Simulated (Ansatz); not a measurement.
# MoS2: the cost of one run

Method: plane waves, PAW, in Ansatz 0.2.0.

4 further runs of the same task are left out: 4 that didn't finish. Runs told in other sessions of the task aren't counted.

### Step 1. Starting point

It takes space group P-3m1 (No. 164, trigonal). Conventional cell: a = 3.220 Å, b = 3.220 Å, c = 5.945 Å, α = 90.00°, β = 90.00°, γ = 120.00°. Mo (site symmetry -3m) is surrounded by 6 S at 2.42 Å. Around S (site symmetry 3m) lie 3 Mo at 2.42 Å.

As a file:

```cif
data_structure
_symmetry_space_group_name_H-M 'P-3m1'
_symmetry_Int_Tables_number 164
_cell_length_a 3.2202
_cell_length_b 3.2202
_cell_length_c 5.9450
_cell_angle_alpha 90.000
_cell_angle_beta 90.000
_cell_angle_gamma 120.000
_cell_volume 53.39
loop_
_atom_site_label
_atom_site_type_symbol
_atom_site_symmetry_multiplicity
_atom_site_Wyckoff_symbol
_atom_site_fract_x
_atom_site_fract_y
_atom_site_fract_z
_atom_site_occupancy
Mo1 Mo 1 a 0.00000 0.00000 0.00000 1
S1 S 2 d 0.33333 0.66667 0.26003 1
```

Cell and atoms come from an earlier r2SCAN+rVV10 relaxation. No spin polarisation is used; should the compound be magnetic, its bands and low-energy spectrum would differ.

### Step 2. PBE, anion s p, 6×6×4

input.yaml reads:

```yaml
crystal:
  lattice:
    - [3.2202374489, 0.0, 0.0]
    - [-1.6101187245, 2.788807437, 0.0]
    - [0.0, 0.0, 5.945026834]
  atoms:
    - { symbol: Mo, position: [0.0, 0.0, 0.0] }
    - { symbol: S, position: [0.3333333333, 0.6666666667, 0.2600310814] }
    - { symbol: S, position: [0.6666666667, 0.3333333333, 0.7399689186] }
kpoints:
  mp_grid: { grid: [9, 9, 4] }
  band_path:
    path:
      - [[0.0, 0.0, 0.0], [0.5, 5.974875388668e-17, 1.041579192494e-17], [0.3333333333333, 0.3333333333333, 8.927821649954e-18], [0.0, 0.0, 0.0], [1.394205189009e-34, -9.444961562572e-35, 0.5], [0.5, 5.941967697765e-17, 0.5], [0.3333333333333, 0.3333333333333, 0.5], [1.394205189009e-34, -9.444961562572e-35, 0.5]]
      - [[0.5, 5.941967697765e-17, 0.5], [0.5, 5.974875388668e-17, 1.041579192494e-17]]
      - [[0.3333333333333, 0.3333333333333, 0.5], [0.3333333333333, 0.3333333333333, 8.927821649954e-18]]
    npoints: 10
hamiltonian:
  xc: pbe
scf:
  occupations: { method: fermi_dirac, width: 0.02 }
  n_extra_bands: 6
output:
  forces: false
  stress: false
  eigenvalues: true
  wannier:
    kmesh: [6, 6, 4]
    projections: [{ species: S, l: s, shell: 3 }, { species: S, l: p, shell: 3 }]
    minimise: true
    write_hr: true
    conv_tol: 1.0e-08
    max_iter: 3000
```

On the command line:

```
$ ansatz run input.yaml --threads 4 --pin off --max-ram 3686MiB --backend cpu --events-out ev --progress --plain --runs-dir out
```

Q: Estimate wall time and peak memory on 4 threads of Arm Neoverse V2, shared host.

About 4.1 s, with a peak of 0.34 GiB.
